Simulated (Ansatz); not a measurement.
# MoS2: the cost of one run

Program: Ansatz 0.2.0. Level of theory: DFT PBE+D3(BJ), scalar-relativistic, plane waves, PAW. These are calculated values, not measurements.

The COD entry's cell or inner coordinates are ideal or old and differ from later refinements, so a difference from it is no clean test against experiment.

## Step 1: The system as given

The structure is trigonal, space group R-3m (No. 166). The conventional cell has a = 3.171 Å, b = 3.171 Å, c = 18.345 Å, α = 90.00°, β = 90.00°, γ = 120.00°. Mo (site symmetry -3m) has 6 S at 2.39 Å as nearest neighbours. Around S (site symmetry 3m) lie 3 Mo at 2.39 Å.

Coordinates:

```
Mo S
1.0
     1.58550    0.91539    6.11500
    -1.58550    0.91539    6.11500
     0.00000   -1.83078    6.11500
Mo S
1 2
Cartesian
  0.0000 0.0000 0.0000
  0.0000 0.0000 13.7587
  0.0000 0.0000 4.5862
```

The structure comes from the Crystallography Open Database.

## Step 8: The grid

Atoms count from 1 in the order of the input.

The upper layer of a bilayer is slid over the lower one; relaxed at each slide: nothing; the origin of the map has S4 above S3; the distance between the facing planes is held at 3.64 Å.

First coordinate, slide of the upper layer along the first cell vector, from S4 above S3: 6 values from 0.000 to 0.833, periodic. Second coordinate, slide of the upper layer along the second cell vector, from S4 above S3: 6 values from 0.000 to 0.833, periodic.

Nothing else is relaxed. Points are written as (first, second).

The two vectors of the plane (Å): (3.135, 0.000, 0.000); (-1.567, 2.715, 0.000).

(The set-up runs are not shown.)

## Step 9: Point (0/6, 0/6) of the map's two axes

input.yaml

```yaml
crystal:
  lattice:
    - [3.134659264, 0.0, 0.0]
    - [-1.567329632, 2.7146945548, 0.0]
    - [0.0, 0.0, 23.937576675]
  atoms:
    - { symbol: S, position: [0.0, 0.0, 0.187988954] }
    - { symbol: Mo, position: [0.6666666667, 0.3333333333, 0.2552219154] }
    - { symbol: S, position: [0.3333333333, 0.6666666667, 0.3224548768] }
    - { symbol: S, position: [0.3333333333, 0.6666666667, 0.4745170529] }
    - { symbol: Mo, position: [-0.3333333333, 0.3333333333, 0.5417500143] }
    - { symbol: S, position: [0.0, 0.0, 0.6089829757] }
basis:
  ecutwfc: 420
kpoints:
  mp_grid: { grid: [12, 12, 1] }
hamiltonian:
  xc: pbe
  pseudopotentials: { kind: paw, azcp: { folder: soft_1 } }
  dispersion: d3bj
scf:
  occupations: { method: gaussian, width: 0.1 }
output:
  forces: true
  eigenvalues: true
efield:
  axis: 3
  dipole_correction: true
  ramp_width: 0.04
```

Run with:

```bash
> ansatz run input.yaml --threads 1 --pin off --max-ram 3072MiB --backend cpu --events-out ev --progress --plain --runs-dir out
```

What time and memory should one allow on 1 thread of AMD EPYC, shared host?

About 22 s, with a peak of 0.46 GiB.
